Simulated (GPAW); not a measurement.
# H-SnSn-H chair monolayer: work function by functional and basis

Aim: the work function of both faces of H-SnSn-H chair monolayer, and its spread over functionals and bases. Where a layer proves gapped, the work function hangs on where the smearing puts the Fermi level, and the band edges take its place.

Method: GPAW, PAW setups; layer in a repeated cell with vacuum, relaxation of atoms and in-plane cell, in the first sound run; inputs show where later runs differ, in GPAW 26.7.0.

## (1) Set-up

The cell holds 4 atoms: 2 H and 2 Sn. Cell: a = 4.587 Å, b = 4.587 Å, c = 18.327 Å, α = 90.0°, β = 90.0°, γ = 120.0°. Vacuum lies along c.

## (2) Relaxing the atoms

Forces are removed first; all later runs use this geometry.

Contents of run.py:

```python
import json
import numpy as np
from ase import Atoms
from ase.filters import FrechetCellFilter
from ase.optimize import BFGS
from gpaw import GPAW, PW

slab = Atoms(
    ['H', 'Sn', 'Sn', 'H'],
    positions=[
        [2.29350, 1.32415, 7.00000],
        [2.29350, 1.32415, 8.70000],
        [-0.00000, 2.64831, 9.62667],
        [-0.00000, 2.64831, 11.32667]],
    cell=[[4.587, 0.0, 0.0], [-2.2935, 3.97246, 0.0], [0.0, 0.0, 18.3267]],
    pbc=[True, True, True])

slab.calc = GPAW(mode=PW(600), xc='PBE', kpts={'size': (9, 9, 1), 'gamma': True},
                 occupations={'name': 'fermi-dirac', 'width': 0.05}, nbands='200%',
                 convergence={'density': 1e-05}, maxiter=200,
                 symmetry={'tolerance': 1e-3}, txt='slab.txt')
result = {}
# The in-plane cell is free; stress needs a cell that repeats along all three vectors
path = []
opt = BFGS(FrechetCellFilter(slab, mask=[1, 1, 0, 0, 0, 1]), maxstep=0.2)
opt.attach(lambda: path.append((slab.get_potential_energy(), slab.positions.tolist(), slab.get_forces().tolist())))
result['relaxed'] = bool(opt.run(fmax=0.02, steps=45))
result['path'] = path
result['cell'] = slab.cell.tolist()
print('in-plane lattice', slab.cell.cellpar().round(4)[[0, 1, 5]])
energy = slab.get_potential_energy()
fermi = slab.calc.get_fermi_level()
v = slab.calc.get_electrostatic_potential().mean((0, 1)) - fermi
n = slab.calc.get_pseudo_density().mean((0, 1))
L = slab.cell[2, 2]
z = np.arange(len(v)) * L / len(v)
low, high = slab.positions[:, 2].min(), slab.positions[:, 2].max()
below, above = np.interp([low - 4.8, high + 4.8], z, v)
slopes = [np.interp(x, z, np.gradient(v, z)) for x in (low - 4.8, high + 4.8)]
eps = np.array([[slab.calc.get_eigenvalues(k, s) for k in range(len(slab.calc.get_ibz_k_points()))]
                for s in range(slab.calc.get_number_of_spins())]) - fermi
top, bottom = eps[eps < 0].max(), eps[eps > 0].min()
dipole = slab.get_dipole_moment()[2]
print(f'energy {energy:.4f} eV, Fermi level {fermi:.4f} eV, dipole {dipole:.5f} e A')
print(f'potential 4.8 A off the faces, from the Fermi level: lower {below:.4f} eV, upper {above:.4f} eV')
print(f'slope of the potential there: lower {slopes[0]:.5f}, upper {slopes[1]:.5f} eV/A')
print(f'nearest levels on the mesh: {top:.4f} and {bottom:.4f} eV')
print('magnetic moment', round(slab.get_magnetic_moment(), 3))
result.update(energy=energy, fermi=fermi, dipole=dipole, below=below, above=above, slopes=slopes, edges=[top, bottom],
              z=z.tolist(), v=v.tolist(), n=n.tolist(), positions=slab.positions.tolist(),
              forces=slab.get_forces(apply_constraint=False).tolist(), moments=slab.get_magnetic_moments().tolist())
json.dump(result, open('result.json', 'w'))
```

The run is started by

```console
$ OMP_NUM_THREADS=1 OPENBLAS_NUM_THREADS=1 python run.py
```

The log of the run:

```text
Step          Energy          fmax
BFGS:    0      -14.038891        0.565568
BFGS:    1      -14.051067        0.332357
BFGS:    2      -14.061481        0.246799
BFGS:    3      -14.064089        0.232431
BFGS:    4      -14.072442        0.212223
BFGS:    5      -14.078616        0.217140
BFGS:    6      -14.082167        0.140739
BFGS:    7      -14.083038        0.074537
BFGS:    8      -14.083396        0.080213
BFGS:    9      -14.084043        0.102118
BFGS:   10      -14.084762        0.086294
BFGS:   11      -14.085237        0.036323
BFGS:   12      -14.085363        0.007481
in-plane lattice [  4.7032   4.7032 120.    ]
energy -14.0853 eV, Fermi level -2.8060 eV, dipole -0.00023 e A
potential 4.8 A off the faces, from the Fermi level: lower 4.7427 eV, upper 4.7433 eV
slope of the potential there: lower -0.00018, upper -0.00006 eV/A
nearest levels on the mesh: -0.2586 and 0.2211 eV
magnetic moment 0.0
```

Elapsed: 13 min, on 1 thread of Arm Neoverse V1, shared host; peak memory 0.5 GiB.

Numbers from this step:

- dipole along the normal: -2.31e-4 e·Å
- levels nearest the Fermi level on the mesh: -0.2586, 0.2211 eV from the Fermi level

Table of electrostatic potential energy of an electron (without an applied field's), less the Fermi level, planar mean by z:

z (Å), electrostatic potential energy of an electron (without an applied field's), less the Fermi level, planar mean (eV) and a bar from the least value:
```
      0.0        4.7 ##############################
      0.5        4.7 ##############################
      1.0        4.7 ##############################
      1.5        4.7 ##############################
      2.0        4.7 ##############################
      2.5        4.7 ##############################
      3.0        4.7 ##############################
      3.5        4.7 ##############################
      4.0        4.7 ##############################
      4.5        4.7 ##############################
      5.0        4.7 ##############################
      5.5        4.7 ##############################
      6.0        4.6 ##############################
      6.5        4.3 #############################
      7.0        3.1 ###########################
      7.5        2.9 ###########################
      8.0       -0.3 #####################
      8.5       -7.9 #######
      9.0      -11.9 
      9.5      -11.5 #
     10.0       -5.0 ############
     10.5        1.3 ########################
     11.0        3.2 ###########################
     11.5        3.5 ############################
     12.0        4.5 #############################
     12.5        4.7 ##############################
     13.0        4.7 ##############################
     13.5        4.7 ##############################
     14.0        4.7 ##############################
     14.5        4.7 ##############################
     15.0        4.7 ##############################
     15.5        4.7 ##############################
     16.0        4.7 ##############################
     16.5        4.7 ##############################
     17.0        4.7 ##############################
     17.5        4.7 ##############################
     18.0        4.7 ##############################
```

Pseudo valence density, planar mean against z:

```
z (Å)  pseudo valence density, planar mean (e/Å³)
 0.00                                           0
 0.52                                           0
 1.05                                           0
 1.40                                           0
 1.92                                           0
 2.44                                           0
 2.97                                           0
 3.49                                      2.9e-6
 3.84                                      8.3e-6
 4.36                                      3.9e-5
 4.89                                      1.9e-4
 5.41                                      9.2e-4
 5.93                                     0.00438
 6.46                                      0.0202
 6.81                                      0.0495
 7.33                                      0.0726
 7.85                                       0.105
 8.38                                       0.421
 8.90                                       0.828
 9.25                                       0.713
 9.77                                       0.672
10.30                                       0.151
10.82                                      0.0739
11.35                                      0.0679
11.69                                      0.0325
12.22                                     0.00735
12.74                                     0.00154
13.27                                      3.2e-4
13.79                                      6.6e-5
14.31                                      1.4e-5
14.66                                      4.8e-6
15.19                                      1.1e-6
15.71                                           0
16.23                                           0
16.76                                           0
17.10                                           0
17.63                                           0
18.15                                           0
```

The relaxation lowered the energy of the cell by 0.0464 eV (energies extrapolated to zero smearing; the optimiser's log prints free energies). The largest force left on a free atom is 0.0075 eV/Å.

## (3) Plane waves, PBE

The work function is the vacuum plateau of the electrostatic potential less the Fermi level; a dipole layer lets the two faces have plateaus of their own.

This step: GPAW, PAW setups; slab in vacuum (GPAW 26.7.0).

run.py, as its differences from that of step 2:

```diff
@@ -3,4 +3,2 @@
 from ase import Atoms
-from ase.filters import FrechetCellFilter
-from ase.optimize import BFGS
 from gpaw import GPAW, PW
@@ -10,22 +8,15 @@
     positions=[
-        [2.29350, 1.32415, 7.00000],
-        [2.29350, 1.32415, 8.70000],
-        [-0.00000, 2.64831, 9.62667],
-        [-0.00000, 2.64831, 11.32667]],
-    cell=[[4.587, 0.0, 0.0], [-2.2935, 3.97246, 0.0], [0.0, 0.0, 18.3267]],
-    pbc=[True, True, True])
+        [2.35161, 1.35770, 7.00000],
+        [2.35161, 1.35770, 8.73484],
+        [0.00000, 2.71541, 9.55810],
+        [0.00000, 2.71541, 11.29294]],
+    cell=[[4.70321, -0.0, 0.0], [-2.35161, 4.0731, 0.0], [0.0, 0.0, 18.2929]],
+    pbc=[True, True, False])
 
-slab.calc = GPAW(mode=PW(600), xc='PBE', kpts={'size': (9, 9, 1), 'gamma': True},
+slab.calc = GPAW(mode=PW(500), xc='PBE', kpts={'size': (9, 9, 1), 'gamma': True},
                  occupations={'name': 'fermi-dirac', 'width': 0.05}, nbands='200%',
                  convergence={'density': 1e-05}, maxiter=200,
+                 poissonsolver={'dipolelayer': 'xy'},
                  symmetry={'tolerance': 1e-3}, txt='slab.txt')
 result = {}
-# The in-plane cell is free; stress needs a cell that repeats along all three vectors
-path = []
-opt = BFGS(FrechetCellFilter(slab, mask=[1, 1, 0, 0, 0, 1]), maxstep=0.2)
-opt.attach(lambda: path.append((slab.get_potential_energy(), slab.positions.tolist(), slab.get_forces().tolist())))
-result['relaxed'] = bool(opt.run(fmax=0.02, steps=45))
-result['path'] = path
-result['cell'] = slab.cell.tolist()
-print('in-plane lattice', slab.cell.cellpar().round(4)[[0, 1, 5]])
 energy = slab.get_potential_energy()
```

The log of the run:

```text
energy -14.0543 eV, Fermi level -2.8021 eV, dipole 0.00025 e A
potential 4.8 A off the faces, from the Fermi level: lower 4.7441 eV, upper 4.7412 eV
slope of the potential there: lower -0.00003, upper 0.00003 eV/A
nearest levels on the mesh: -0.2581 and 0.2206 eV
magnetic moment 0.0
```

Elapsed: 51 s, on 1 thread; peak memory 0.29 GiB.

This step gave:

```yaml
dipole_along_the_normal: 2.50e-4 e·Å
levels_nearest_the_fermi_level_on_the_mesh: -0.2581, 0.2206 eV from the Fermi level
upper_work_function: 4.741 eV
lower_work_function: 4.744 eV
upper_ionisation_energy: 4.999 eV
```

Table of electrostatic potential energy of an electron (without an applied field's), less the Fermi level, planar mean by z:

```
z (Å)  electrostatic potential energy of an electron (without an applied field's), less the Fermi level, planar mean (eV)
  0.0                                                                                                                4.74
  0.5                                                                                                                4.74
  1.0                                                                                                                4.74
  1.5                                                                                                                4.74
  2.0                                                                                                                4.74
  2.5                                                                                                                4.74
  3.0                                                                                                                4.74
  3.5                                                                                                                4.74
  4.0                                                                                                                4.74
  4.5                                                                                                                4.74
  5.0                                                                                                                4.74
  5.5                                                                                                                4.72
  6.0                                                                                                                4.63
  6.5                                                                                                                4.24
  7.0                                                                                                                3.06
  7.5                                                                                                                2.87
  8.0                                                                                                              -0.452
  8.5                                                                                                               -8.21
  9.0                                                                                                               -11.9
  9.5                                                                                                               -11.4
 10.0                                                                                                               -4.67
 10.5                                                                                                                1.43
 11.0                                                                                                                3.17
 11.5                                                                                                                3.57
 12.0                                                                                                                4.47
 12.5                                                                                                                4.68
 13.0                                                                                                                4.73
 13.5                                                                                                                4.74
 14.0                                                                                                                4.74
 14.5                                                                                                                4.74
 15.0                                                                                                                4.74
 15.5                                                                                                                4.74
 16.0                                                                                                                4.74
 16.5                                                                                                                4.74
 17.0                                                                                                                4.74
 17.5                                                                                                                4.74
 18.0                                                                                                                4.74
```

The pseudo valence density, planar mean by z:

z (Å), pseudo valence density, planar mean (e/Å³) and a bar:
```
        4      0.000 
        5      0.000 
        6      0.006 
        7      0.069 ###
        8      0.147 ######
        9      0.759 ##############################
       10      0.354 ##############
       11      0.073 ###
       12      0.013 #
       13      0.001 
       14      0.000
```

The layer is gapped, so the Fermi level lies somewhere inside the gap, set by smearing and numerics, and these work functions are no property of the material; the band edges below the vacuum level are. The potential is flat to 3.2e-5 eV/Å where it is read, so the vacuum is wide enough.

(Part 1 of 3 ends here.)

[Logs are printed without paths, hosts, clocks, repeated set-up lines and the standing remarks that a program may print on its own settings, such as how far it seeks lower states.]

[Hosts, paths, dates, database ids (printed as entryN), source tags and the programs' standing remarks are cut or masked in the printed files.]
